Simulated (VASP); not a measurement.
CdGeAs2:

```
Cd As Ge
1.0
    -2.98887    2.98887    5.66430
     2.98887   -2.98887    5.66430
     2.98887    2.98887   -5.66430
Cd As Ge
2 4 2
Direct
  0.50000 0.50000 0.00000
  0.25000 0.75000 0.50000
  0.09622 0.12500 0.47122
  0.37500 0.90378 0.02878
  0.65378 0.62500 0.52878
  0.87500 0.34622 0.97122
  0.75000 0.25000 0.50000
  0.00000 0.00000 0.00000
```

The cell is a database's computed one.

Program: VASP 6.6.1. Alike in all runs: task band structure; no spin polarisation; cell as given; k mesh 6 × 6 × 6; cutoff (eV) 520; smearing gaussian 0.02 eV.

Task: Order these runs on this cell by their pressure, lowest first.
A. level PBE; potentials or basis VASP PAW PBE potentials, release 64 (Cd, As, Ge_d)
B. level PBEsol; potentials or basis VASP PAW PBE potentials, release 64 (Cd, As, Ge_d)
C. level LDA; potentials or basis VASP PAW LDA potentials, release 64 (Cd, As, Ge_d)

Result: C (-2.3 GPa), B (-0.5 GPa), A (2.4 GPa).

Caveats: the PAW data sets were made with another functional, which shifts forces and pressure a little (some runs).
